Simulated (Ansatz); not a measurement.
AlNi (Pm-3m) under several functionals

Plane-wave DFT in Ansatz with scalar-relativistic PAW potentials. The same structure was relaxed (cell and atoms, symmetry kept) in separate runs at each level. No run with spin ends with moments.

```tsv
level	cutoff (eV)	k mesh	V (Å³/atom)	a (Å)	B0 (GPa)
PBE+D3(BJ)	420	14×14×14	11.666	2.857	–
PBEsol	420	14×14×14	11.723	2.862	173
r2SCAN	500	14×14×14	11.736	2.863	176
```

Where does PBE (420 eV, k mesh 14×14×14) fall?

V (Å³/atom) 12.107, a (Å) 2.893, B0 (GPa) 159. Its volume is the largest of the set. The usual order of volumes, PBEsol < PBE, holds here (11.723, 12.107 Å³/atom). As a rule PBEsol, built on the gradient expansion of slowly varying densities, lies between LDA and PBE; PBE's stronger gradient term for exchange weakens bonds. Adding D3 to PBE changes the volume by -3.6 %; the term is attractive, so it pulls cells in. In metals the pairwise form ignores screening by the conduction electrons and often pulls in too far. r2SCAN lies 3.1 % under PBE in volume. B0 goes from 173.0 to 159.2 GPa as the volume grows by 3.3 %; on one curve with B' = 4.3 the volume alone, B ∝ V^(−B'), would give 150.6 GPa, and the rest of the difference is the functional's own stiffness.